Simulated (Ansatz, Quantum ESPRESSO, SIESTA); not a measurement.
**Ge: programs and potentials compared**

```
Ge
1.0
     3.99759    0.00000    0.00000
    -1.99879    3.46201    0.00000
     0.00000    0.00000    6.59938
Ge
4
Direct
  0.33333 0.66667 0.93710
  0.66667 0.33333 0.43710
  0.33333 0.66667 0.56290
  0.66667 0.33333 0.06290
```

This isn't the form of Ge at room conditions, which is diamond.

Alike in all runs: task band structure; functional PBEsol; k mesh 8 × 8 × 4; occupations fermi-dirac, width 0.05 eV; no spin polarisation; no spin-orbit coupling. A missing gap at this level doesn't show that the real crystal is a metal. Pressure is positive in compression and, in plane waves, holds the error of the finite cutoff, which Ansatz's Pulay term estimates and takes out.

```tsv
program and potentials	plane-wave cutoff (eV)	notes	band gap (eV)	pressure (GPa)
Quantum ESPRESSO, PseudoDojo 0.4.1 SR PBEsol standard	1061	14 valence electrons an atom on average	?	?
SIESTA, files PseudoDojo sr-pbesol-0.4.1-standard, DZP (energy shift 0.003 Ry; two zetas on semicore shells)	-	atomic basis; 14 valence electrons an atom on average	no gap	1.26
Ansatz, all-electron LAPW, scalar-relativistic	-	-	no gap	-0.03
Quantum ESPRESSO, GBRV 1.5 PBEsol	612	14 valence electrons an atom on average	no gap	-0.27
Ansatz, PAW datasets made for the crystal	140	4 valence electrons an atom on average	no gap	-0.03
Quantum ESPRESSO, PseudoDojo 0.4 SR PBEsol stringent	1687	22 valence electrons an atom on average	no gap	-0.02
```

Q: Estimate from the other rows what the run with Quantum ESPRESSO, PseudoDojo 0.4.1 SR PBEsol standard gave.

A: No band gap; pressure -0.04 GPa. The other rows, which needn't bracket it: pressure -0.27 to 1.26.
